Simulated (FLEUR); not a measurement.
Crystal: BN.

```xyz
4
Lattice="2.4982 0.0000 0.0000 -1.2491 2.1635 0.0000 0.0000 0.0000 6.6357" Properties=species:S:1:pos:R:3 pbc="T T T"
N     1.2491    0.7212    1.6589
N     0.0000    1.4424    4.9768
B     1.2491    0.7212    4.9768
B     0.0000    1.4424    1.6589
```

Base run:

```yaml
Program: FLEUR MaX-R8.1 (later development tree)
Functional: r2SCAN
Potentials_or_basis: all-electron
Basis: FLAPW
Kmax: 5.71 1/bohr
k_mesh: 12 × 12 × 4
Occupations: fermi-dirac, width 0.05 eV
Spin: no spin polarisation
```

Its results: band gap on the k mesh 4.86 eV, indirect (least direct gap 5.30 eV).

Problem. The run is repeated on the same cell with these changes: functional from r2SCAN to RPBE. What comes out?

Solution. Band gap on the k mesh 4.54 eV, indirect (least direct gap 4.84 eV).

r2SCAN gives the wider gap, since meta-GGAs in the generalised Kohn-Sham scheme recover part of the derivative discontinuity.

Caveats: the meta-GGA is that of a development version, with a GGA for the radial functions and cores and without core tails (some runs).

A k mesh can miss the band edges.

Not every run made on this cell is shown here.
